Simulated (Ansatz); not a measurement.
The cell is COD entry 9008837, as deposited and not checked against the literature; nothing was relaxed. It differs from other determinations. The listed cell was then made from it by scaling, straining or moving an atom.

An input for BeSe: DFT, LDA, all-electron LAPW, scalar-relativistic (Ansatz 0.2.0).

Command: `ansatz run input.yaml --threads 1 --pin off --max-ram 3072MiB --backend cpu --events-out ev --progress --plain --runs-dir out` The run took 8.6 s on 1 thread of Intel(R) Xeon(R) Platinum 8488C (Sapphire Rapids), on a shared host, peak memory 0.3 GiB.

```yaml
crystal:
  lattice:
    - [0.0, 2.5007390434, 2.5007390434]
    - [2.5007390434, 0.0, 2.5007390434]
    - [2.5007390434, 2.5007390434, 0.0]
  atoms:
    - { symbol: Be, position: [0.0, 0.0, 0.0] }
    - { symbol: Se, position: [0.75, 0.75, 0.75] }
kpoints:
  mp_grid: { grid: [10, 10, 10] }
  band_path:
    path:
      - [0.0, 0.0, 0.0]
      - [-0.5, -0.5, 0.0]
      - [-0.375, -0.375, 0.25]
      - [-0.375, 0.0, 0.375]
      - [0.0, 0.0, 0.0]
      - [0.0, 0.0, 0.5]
      - [-0.5, -0.25, 0.25]
      - [-0.5, -0.5, 0.0]
    npoints: 5
scf:
  occupations: { method: fermi_dirac, width: 0.02 }
hamiltonian:
  xc: lda
  pseudopotentials: { kind: all_electron, lapw: { basis_error: 0.001 } }
output:
  forces: true
  stress: true
  eigenvalues: true
```

The results part of the log:

```
SCF 1 converged in 6 iterations: F = -66438.999535 eV  dr2 = 1.11e-8
NSCF: frozen V_eff on 36 k-points
SCF converged after 6 iterations
Free energy (F): -66438.999535 eV
Harris-Foulkes:  -66438.999535 eV  (|F-HF|=8.51e-9)
Internal energy: -66438.999535 eV  (E = F + TS)
E sigma→0 (E₀):  -66438.999535 eV
Fermi energy:    9.613644 eV
--- Per-component energies (eV) ---
  E_band       = -1762.719946
  E_kinetic    = 67978.585338
  E_xc         = -2384.174869
  E_electrostatic = -132033.410004  (all electrons and nuclei)
  E_smearing   = -0.000000  (= −TS)
  E_closure    = 0.000000  (closes the sum)
  E_atoms      = -66428.987103  (free atoms, spherical and without spin; not in F)
  Σ components = -66438.999535   (vs F -66438.999535, Δ=0.00e0)
  Basis errors (estimates in eV, not in F): energy 4.9e-4 per atom: plane waves 4.6e-4 (2.7e-4 summed), levels above the bands 2.7e-190, relativity 2.8e-9, radial functions 3.6e-5, core shells 7.4e-11; eigenvalues (radial functions only) 2.0e-6; not estimated: angular momenta, meshes, grids; target (lapw.basis_error) 1.0e-3; muffin-tin radii Be 0.894 Å, Se 1.272 Å
--- Forces (eV/Å), atoms counted from 1 ---
  atom   1  Be    -0.00000000    -0.00000000     0.00000000
  atom   2  Se     0.00000000     0.00000000    -0.00000000
  max |Σ_I F_I| component: 6.01e-17 eV/Å
--- Stress (GPa, compression-positive) ---
        4.380417      -0.000000      -0.000000
       -0.000000       4.380417       0.000000
       -0.000000       0.000000       4.380417
  P = ⅓ Tr σ = 4.3804 GPa (43.804 kbar)
--- Band table (eV; the first three rows and the last of 47) ---
  k-point 0: bands = ["-197.6757", "-137.7144", "-137.7144", "-137.7144", "-89.5638", "-38.4899", "-38.4899", "-38.4899", "-38.4811", "-38.4811", "-5.9431", "8.4672", "8.4672", "8.4672", "13.2693", "13.4052", "13.4052", "13.4052"]
  k-point 1: bands = ["-197.6757", "-137.7144", "-137.7144", "-137.7144", "-89.5638", "-38.4898", "-38.4898", "-38.4898", "-38.4811", "-38.4811", "-5.8322", "7.4660", "8.3037", "8.3037", "13.1901", "13.6693", "13.6693", "14.5174"]
  k-point 2: bands = ["-197.6757", "-137.7144", "-137.7144", "-137.7144", "-89.5638", "-38.4896", "-38.4895", "-38.4895", "-38.4810", "-38.4810", "-5.5162", "5.6456", "7.9435", "7.9435", "13.1427", "14.1904", "14.1904", "16.3969"]
  k-point 46: bands = ["-197.6757", "-137.7144", "-137.7144", "-137.7144", "-89.5637", "-38.4893", "-38.4884", "-38.4874", "-38.4814", "-38.4804", "-3.8192", "3.5651", "4.3975", "4.7839", "13.7164", "15.0519", "16.7388", "17.7479"]
```
